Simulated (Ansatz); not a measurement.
# SiO2 (Fddd) in Ansatz: settings compared, part 2 of 2

Ansatz 0.2.0. The steps go on from the part before.

**3. Single point, PBE**

input.yaml

```yaml
crystal:
  lattice:
    - [0.0, 4.71625711, 7.3627753715]
    - [2.3595806657, 0.0, 7.3627753715]
    - [2.3595806657, 4.71625711, 0.0]
  atoms:
    - { symbol: Si, position: [0.93676892, 0.93676892, 0.56323108] }
    - { symbol: Si, position: [0.68676892, 0.68676892, 0.31323108] }
    - { symbol: Si, position: [0.31323108, 0.31323108, 0.68676892] }
    - { symbol: Si, position: [0.56323108, 0.56323108, 0.93676892] }
    - { symbol: O, position: [0.0634396, 0.4365604, 0.0634396] }
    - { symbol: O, position: [0.4365604, 0.0634396, 0.4365604] }
    - { symbol: O, position: [0.8134396, 0.1865604, 0.8134396] }
    - { symbol: O, position: [0.1865604, 0.8134396, 0.1865604] }
    - { symbol: O, position: [0.125, 0.625, 0.625] }
    - { symbol: O, position: [0.625, 0.625, 0.625] }
    - { symbol: O, position: [0.625, 0.625, 0.125] }
    - { symbol: O, position: [0.625, 0.125, 0.625] }
hamiltonian:
  xc: pbe
  pseudopotentials: { kind: paw }
kpoints:
  mp_grid: { grid: [7, 7, 7] }
scf:
  occupations: { method: fermi_dirac, width: 0.05 }
basis:
  ecutwfc: "250 eV"
output:
  forces: true
  stress: true
  eigenvalues: true
  write_density: true
  write_potential: true
  elf: true
  volumetric_format: npy
```

Potentials or basis: Ansatz PAW.

Run with:

```bash
$ ansatz run input.yaml --threads 4 --pin off --max-ram 11264MiB --backend cpu --events-out ev --progress --plain --runs-dir out
```

What it wrote:

```text
Warning: basis.ecutwfc = 250 eV is below the records' recommended 420 eV, and the density's cutoff is lower with it unless basis.ecutrho_ratio is high enough to keep the records' density cutoff: compare with a run at a higher cutoff
Warning: RAYON_NUM_THREADS=4 ignored (pool sized by the plan → 4); use --threads N
Engine: ansatz 0.2.0, x86_64-unknown-linux-gnu
Pseudopotentials: kind: paw
Pseudopotential: Si, paw, valence charge 4, recommended cutoff 420 eV (normal), Si.paw.azcp
Pseudopotential: O, paw, valence charge 6, recommended cutoff 420 eV (normal), O.paw.azcp
Functional definition: PBE
  parameter kappa = 0.804
  parameter beta = 0.06672455060314922
  exchange = pbe_x(kappa = kappa, mu = beta*pi^2/3)
  correlation = pbe_c(beta = beta)
Crystal: 12 atoms, lattice volume = 163.872 Å³
Basis set: ecut = 250 eV, 1453 PW (Γ), exchange–correlation on 96×80×60 points (8 copies of the dense FFT grid, shifted against one another)
Bands: 44, of which v1, the nominal top of the filled ones, is band 32 counted from 1 (31 counted from 0)
Symmetry: 8 space group operations
Space group: Fddd (ITA 70), of the structure as read, at distance tolerance 5.5e-5 Å
k-points: 64 of 343
Non-local potential: Si, projectors of the file, l = 0: 2, l = 1: 2, l = 2: 2
Non-local potential: O, projectors of the file, l = 0: 2, l = 1: 2, l = 2: 1
PAW form: soft (Blöchl's): semilocal exchange-correlation on the pseudo side does not see the compensation charge
PAW one-centre angular grid: Si, 110 points (default); XC on 64 Gauss nodes
PAW one-centre angular grid: O, 110 points (default); XC on 64 Gauss nodes
Initial density: superposition of atomic densities (neutral atoms: chi_scale 0, normalization atom), corrected by the library's trained network
Initial wavefunctions: pseudopotential atomic-orbital guess
Functional: x = pbe(κ = 0.804, μ = 0.2195149727645171), c = pbe(β = 0.06672455060314922)
SCF iter   1: F=—  HF=-7081.311894 eV  |F-HF|=—  |Δ(HF+E_count)|=         —  Δρ=5.22e-2  dr2=1.40e0  ethr=1.77e-3  ⟨swp⟩=6.5  Hψ=13615  notcnv=0  defer=90
preconditioner: auto → Resta (q_TF=auto, 2.333 Å⁻¹)  ε∞=2.9  [insulator: Δε(μ)=5.312 eV  Ē_g=16.735 eV  σ=0.050 eV  W_gap=1.00  n_scr=30 (ndim 8)  ℏωp=23.2 eV  f_vac=0.188  D(μ)=0.00/eV (n_scr^D=0)  ε∞_Penn≈2.9]
SCF iter   2: F=—  HF=-7080.936360 eV  |F-HF|=—  |Δ(HF+E_count)|=   3.76e-1  Δρ=1.74e-2  dr2=1.09e-1  ethr=1.77e-3  ⟨swp⟩=2.2  Hψ=5577  notcnv=0  defer=337
SCF iter   3: F=—  HF=-7080.969664 eV  |F-HF|=—  |Δ(HF+E_count)|=   3.33e-2  Δρ=8.38e-3  dr2=2.45e-2  ethr=1.71e-4  ⟨swp⟩=2.0  Hψ=2910  notcnv=0  defer=337
SCF iter   4: F=—  HF=-7080.981293 eV  |F-HF|=—  |Δ(HF+E_count)|=   1.16e-2  Δρ=1.69e-4  dr2=2.19e-5  ethr=3.83e-5  ⟨swp⟩=2.6  Hψ=4561  notcnv=0  defer=337
SCF iter   5: F=—  HF=-7080.981199 eV  |F-HF|=—  |Δ(HF+E_count)|=   9.37e-5  Δρ=5.30e-5  dr2=3.66e-6  ethr=3.43e-8  ⟨swp⟩=2.4  Hψ=4400  notcnv=0  defer=337
SCF iter   6: F=—  HF=-7080.981202 eV  |F-HF|=—  |Δ(HF+E_count)|=   2.33e-6  Δρ=4.48e-5  dr2=2.46e-6  ethr=5.73e-9  ⟨swp⟩=2.0  Hψ=4543  notcnv=0  defer=337
SCF iter   7: F=-7080.981201 eV  HF=-7080.981201 eV  |F-HF|=6.64e-8  |Δ(HF+E_count)|=   5.05e-7  Δρ=6.16e-6  dr2=5.09e-8  ethr=1.56e-10  ⟨swp⟩=15.7  Hψ=23616  notcnv=0
SCF 1 converged in 7 iterations: F = -7080.981201 eV  dr2 = 5.09e-8
SCF converged after 7 iterations
Free energy (F): -7080.981201 eV
Harris-Foulkes:  -7080.981201 eV  (|F-HF|=6.64e-8)
Internal energy: -7080.981201 eV  (E = F + TS)
E sigma→0 (E₀):  -7080.981201 eV
Fermi energy:    4.702291 eV
--- Per-component energies (eV) ---
  E_band       = -330.432428
  E_kinetic    = 1670.771101
  E_local      = -4242.709793  (includes V_loc(G=0)·N_el)
  E_nonlocal   = 425.926968
  E_hartree    = 1537.075607
  E_xc         = -835.515192
  E_vxc        = -972.145986  (∫ρ·V_xc dr)
  E_paw        = -3305.985758  (= ΣΔE_a)
  E_vpaw       = -286.542059  (= ΣTr[D̂ρ^β])
  E_aug_tail   = 0.113742  (compensation charges beyond the density's cutoff)
  E_ewald      = -2330.657877
  E_smearing   = -0.000000  (= −TS)
  E_closure    = -0.000000  (closes the sum)
  Σ components = -7080.981201   (vs F -7080.981201, Δ=0.00e0)
--- Forces (eV/Å), atoms counted from 1 ---
  atom   1  Si     0.00000000    -0.00000000     0.04359505
  atom   2  Si    -0.00000000    -0.00000000     0.04359505
  atom   3  Si    -0.00000000     0.00000000    -0.04359505
  atom   4  Si     0.00000000     0.00000000    -0.04359505
  atom   5  O     -0.00000000     0.66775459    -0.00000000
  atom   6  O      0.00000000    -0.66775459    -0.00000000
  atom   7  O     -0.00000000     0.66775459     0.00000000
  atom   8  O      0.00000000    -0.66775459     0.00000000
  atom   9  O      0.00000000     0.00000000    -0.00000000
  atom  10  O      0.00000000    -0.00000000     0.00000000
  atom  11  O      0.00000000     0.00000000     0.00000000
  atom  12  O      0.00000000     0.00000000    -0.00000000
  max |Σ_I F_I| component: 1.11e-16 eV/Å
--- Stress (GPa, compression-positive) ---
        7.285028       0.000000      -0.000000
        0.000000       7.571019       0.000000
       -0.000000       0.000000       7.414084
  P = ⅓ Tr σ = 7.4234 GPa (74.234 kbar)
--- Band table (eV; the first three rows and the last of 64) ---
  k-point 0: bands = ["-17.8863", "-16.9958", "-16.9566", "-15.9465", "-15.9058", "-15.7944", "-15.7601", "-15.7517", "-7.7831", "-5.9672", "-5.0424", "-4.0724", "-3.9056", "-3.5114", "-3.2932", "-3.0738", "-1.3367", "-0.8349", "-0.7619", "-0.7066", "-0.6025", "-0.3361", "-0.3269", "0.0493", "0.1039", "0.2088", "0.6667", "1.0518", "1.1761", "1.4426", "1.7024", "1.9030", "7.4082", "10.1052", "10.2012", "10.4383", "10.5911", "11.6906", "12.0604", "12.1806", "12.9669", "13.5440", "13.8236", "14.2126"]
  k-point 1: bands = ["-17.8208", "-17.0774", "-16.8508", "-15.9943", "-15.9206", "-15.8180", "-15.7876", "-15.7773", "-7.6085", "-6.0639", "-5.1229", "-4.0101", "-3.8121", "-3.5247", "-3.3521", "-3.1104", "-1.3391", "-1.1067", "-0.7433", "-0.7011", "-0.4156", "-0.2604", "-0.2056", "-0.0480", "0.0694", "0.1368", "0.7541", "1.0229", "1.1583", "1.4230", "1.6182", "1.8020", "7.7577", "10.2923", "10.4101", "10.4959", "10.8265", "11.6578", "12.0297", "12.3212", "12.5661", "13.2731", "13.3346", "13.8970"]
  k-point 2: bands = ["-17.6418", "-17.1271", "-16.7719", "-16.2107", "-15.9310", "-15.8527", "-15.8205", "-15.8010", "-7.1956", "-6.2034", "-5.2543", "-4.0579", "-3.7483", "-3.4800", "-3.3659", "-3.1361", "-1.3884", "-1.3122", "-0.7692", "-0.6801", "-0.5974", "-0.3293", "-0.1231", "0.0298", "0.0936", "0.3491", "0.7645", "0.9643", "1.0569", "1.4296", "1.5115", "1.6111", "8.6208", "10.5655", "10.7471", "11.0400", "11.2093", "11.4863", "11.9410", "12.1128", "12.5190", "12.5685", "13.0853", "13.7579"]
  k-point 63: bands = ["-17.6065", "-17.5747", "-16.2867", "-16.2058", "-15.9298", "-15.9108", "-15.7747", "-15.7727", "-7.1165", "-6.9678", "-4.3460", "-4.0759", "-3.9266", "-3.6734", "-3.3259", "-3.3238", "-1.1153", "-1.0830", "-0.8366", "-0.7780", "-0.5511", "-0.4728", "-0.0628", "-0.0374", "0.0665", "0.1813", "0.8799", "1.0172", "1.2002", "1.2615", "1.5506", "1.6271", "8.7888", "8.8203", "10.7115", "10.7870", "11.1911", "11.2262", "11.7335", "11.9776", "12.9053", "12.9784", "13.5736", "13.8331"]
```

rho_z.tsv:

```text
# z_ang	rho[e/angstrom^3]
# format = ansatz-planar-average/11
# lattice	0.000000000	4.716257110	7.362775371
# lattice	2.359580666	0.000000000	7.362775371
# lattice	2.359580666	4.716257110	0.000000000
# sites	12
# site	14	3.539370999	7.074385665	13.794438266
# site	14	2.359580666	4.716257110	10.113050580
# site	14	2.359580666	4.716257110	4.612500163
# site	14	3.539370999	7.074385665	8.293887849
# site	8	1.179790333	0.598394929	3.681387686
# site	8	1.179790333	4.117862181	3.681387686
# site	8	2.359580666	7.672780594	7.362775371
# site	8	2.359580666	1.759733626	7.362775371
# site	8	2.949475832	3.537192833	5.522081529
# site	8	2.949475832	5.895321388	9.203469214
# site	8	1.769685499	3.537192833	9.203469214
# site	8	1.769685499	5.895321388	5.522081529
0.000000	3.034051e-1
0.175786	3.731101e-1
0.351572	4.418139e-1
0.527359	4.883658e-1
0.703145	4.984335e-1
0.878931	4.689923e-1
1.054717	4.089819e-1
1.230503	3.370083e-1
1.406289	2.747073e-1
1.582076	2.388451e-1
1.757862	2.350308e-1
1.933648	2.555699e-1
2.109434	2.872215e-1
2.285220	3.230927e-1
2.461006	3.662562e-1
2.636793	4.246691e-1
2.812579	4.997456e-1
2.988365	5.759997e-1
3.164151	6.283228e-1
3.339937	6.395980e-1
3.515724	6.065574e-1
3.691510	5.392953e-1
3.867296	4.606695e-1
4.043082	3.931444e-1
4.218868	3.432770e-1
4.394654	3.046425e-1
4.570441	2.706837e-1
4.746227	2.431116e-1
4.922013	2.331368e-1
5.097799	2.527981e-1
```

v_z.tsv:

```text
# z_ang	v_es[eV]	v_tot[eV]
# format = ansatz-planar-average/11
# xc	pbe
# density_cutoff_ev	1000
# datasets	Si=:simpson_from_first_knot:soft	O=:simpson_from_first_knot:soft
# lattice	0.000000000	4.716257110	7.362775371
# lattice	2.359580666	0.000000000	7.362775371
# lattice	2.359580666	4.716257110	0.000000000
# sites	12
# site	14	3.539370999	7.074385665	13.794438266
# site	14	2.359580666	4.716257110	10.113050580
# site	14	2.359580666	4.716257110	4.612500163
# site	14	3.539370999	7.074385665	8.293887849
# site	8	1.179790333	0.598394929	3.681387686
# site	8	1.179790333	4.117862181	3.681387686
# site	8	2.359580666	7.672780594	7.362775371
# site	8	2.359580666	1.759733626	7.362775371
# site	8	2.949475832	3.537192833	5.522081529
# site	8	2.949475832	5.895321388	9.203469214
# site	8	1.769685499	3.537192833	9.203469214
# site	8	1.769685499	5.895321388	5.522081529
0.000000	3.492705e0	-4.486120e0
0.175786	3.200410e0	-4.872851e0
0.351572	2.924347e0	-5.304360e0
0.527359	2.815980e0	-5.588810e0
0.703145	2.807264e0	-5.646270e0
0.878931	2.848914e0	-5.473495e0
[... 22 lines left out ...]
4.922013	3.492053e0	-4.438801e0
5.097799	3.612435e0	-4.314981e0
```

Run time: 2.6 s. Hardware: 4 threads of Intel Xeon 6975P-C (Granite Rapids), shared host; peak memory 0.57 GiB.

Results:

- Free energy: -7080.9812 eV
- Pressure: 7.4 GPa
- Largest force: 0.668 eV/Å
- Band gap on the k mesh: 5.51 eV, direct

Forces on the atoms (eV/Å):
```
Si   0.000  0.000  0.044
Si   0.000  0.000  0.044
Si   0.000  0.000 -0.044
Si   0.000  0.000 -0.044
O    0.000  0.668  0.000
O    0.000 -0.668  0.000
O    0.000  0.668  0.000
O    0.000 -0.668  0.000
O    0.000  0.000  0.000
O    0.000  0.000  0.000
O    0.000  0.000  0.000
O    0.000  0.000  0.000
```

Stress tensor (GPa, compression positive):
```
7.29 0.00 0.00
0.00 7.57 0.00
0.00 0.00 7.41
```

Caveat: odd divisions of the mesh miss points on the zone boundary, where band edges often lie, so the gap on the mesh can be too wide; the pressure holds a Pulay correction of +67.1 GPa for the finite cutoff; the cutoff lies under the one recommended for these potentials.

**4. Single point, PBE**

input.yaml: that of step 3 with these lines changed.

```diff
@@ -22,7 +22,5 @@
 kpoints:
-  mp_grid: { grid: [7, 7, 7] }
+  mp_grid: { grid: [3, 3, 3] }
 scf:
   occupations: { method: fermi_dirac, width: 0.05 }
-basis:
-  ecutwfc: "250 eV"
 output:
@@ -31,5 +29 @@
   eigenvalues: true
-  write_density: true
-  write_potential: true
-  elf: true
-  volumetric_format: npy
```

Run with:

```bash
$ ansatz run input.yaml --threads 4 --pin off --max-ram 11264MiB --backend cpu --events-out ev --progress --plain --runs-dir out
```

It took 0.75 s on 4 threads of Intel Xeon 6975P-C (Granite Rapids), shared host; peak memory 0.59 GiB.

Results (log left out):

* Free energy: -7096.1289 eV
* Pressure: 5.0 GPa
* Largest force: 0.366 eV/Å
* Band gap on the k mesh: 5.78 eV, direct

Forces in eV/Å, atoms in the order of the input:
```
Si   0.000  0.000  0.067
Si   0.000  0.000  0.067
Si   0.000  0.000 -0.067
Si   0.000  0.000 -0.067
O    0.000  0.366  0.000
O    0.000 -0.366  0.000
O    0.000  0.366  0.000
O    0.000 -0.366  0.000
O    0.000  0.000  0.000
O    0.000  0.000  0.000
O    0.000  0.000  0.000
O    0.000  0.000  0.000
```

Stress tensor (GPa, compression positive):
```
4.87 0.00 0.00
0.00 5.14 0.00
0.00 0.00 4.96
```

Levels at points of the mesh, in eV from the valence-band top:
```
           k point  band 28  band 29  band 30  band 31  band 32  band 33  band 34  band 35  band 36  band 37
(0.00, 0.00, 0.00)    -0.76    -0.64    -0.44    -0.04     0.00     5.78     8.33     8.41     8.72     8.83
```

Caveat: the k mesh is coarse (spacing up to 0.52 Å⁻¹), so the values aren't converged; odd divisions of the mesh miss points on the zone boundary, where band edges often lie, so the gap on the mesh can be too wide; the pressure holds a Pulay correction of +0.6 GPa for the finite cutoff. Expect the measured gap to be larger: semilocal functionals such as PBE lack the derivative discontinuity.

**5. Summary**

| task | level | cell | k mesh | cutoff (eV) | mesh quality | gap on the mesh (eV) | pressure (GPa) | largest force (eV/Å) |
| --- | --- | --- | --- | --- | --- | --- | --- | --- |
| relaxation of cell and atoms | PBEsol+D3(BJ) | relaxed | 7 × 7 × 7 | 420 | not flagged | 5.68 | 0.0 | - |
| single point | PBE | as given | 7 × 7 × 7 | 250 | not flagged | 5.51 | 7.4 | 0.67 |
| single point | PBE | as given | 3 × 3 × 3 | 420 | coarse | 5.78 | 5.0 | 0.37 |

Alike in all rows: potentials or basis Ansatz PAW; no spin polarisation; smearing fermi-dirac 0.05 eV.

Caveats: some runs use coarse meshes; odd divisions of the mesh miss points on the zone boundary, where band edges often lie, so the gap on the mesh can be too wide; the plane-wave basis is chosen anew once the cell has moved, so the energies of steps on either side of that aren't comparable (some runs); the PAW data sets come from PBE, with cores solved anew for the run's functional, which leaves a small shift of forces and pressure (some runs); the pressure holds a Pulay correction of +67.1 GPa for the finite cutoff (some runs); the cutoff lies under the one recommended for these potentials (some runs).

Total energies depend on the potentials used, so only differences within one code and one set of settings carry meaning.
